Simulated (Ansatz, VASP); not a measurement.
**SiC in VASP and in Ansatz**

```xyz
2
Lattice="0.0000 2.1562 2.1562 2.1562 0.0000 2.1562 2.1562 2.1562 0.0000" Properties=species:S:1:pos:R:3 pbc="T T T"
Si    0.0000    0.0000    0.0000
C     1.0781    1.0781    1.0781
```

Alike in both runs: task single point; functional r2SCAN; k mesh 10 × 10 × 10; occupations gaussian, width 0.02 eV; no spin polarisation.

|  | VASP | Ansatz |
| --- | --- | --- |
| version | VASP 6.6.1 | Ansatz 0.2.0 |
| potentials or method | VASP PAW PBE potentials, release 64 (Si, C) | scalar-relativistic, plane waves, PAW |
| plane-wave cutoff (eV) | 520 | 500 |
| valence electrons in the cell | 8 | 8 |

Ansatz gave:

```
gap on the k mesh at the Fermi level (eV) : 1.69
least direct gap on the mesh (eV)         : 5.09
pressure (GPa)                            : 7.3
```

Question: Estimate VASP's values.

Answer: gap on the k mesh at the Fermi level (eV): 1.70; least direct gap on the mesh (eV): 5.10; pressure (GPa): 7.1.

Caveats: the PAW data sets were made with another functional, which shifts forces and pressure a little (VASP). r2SCAN opens gaps a little over a GGA but as a rule still falls short of measured ones. A k mesh can miss the band edges.
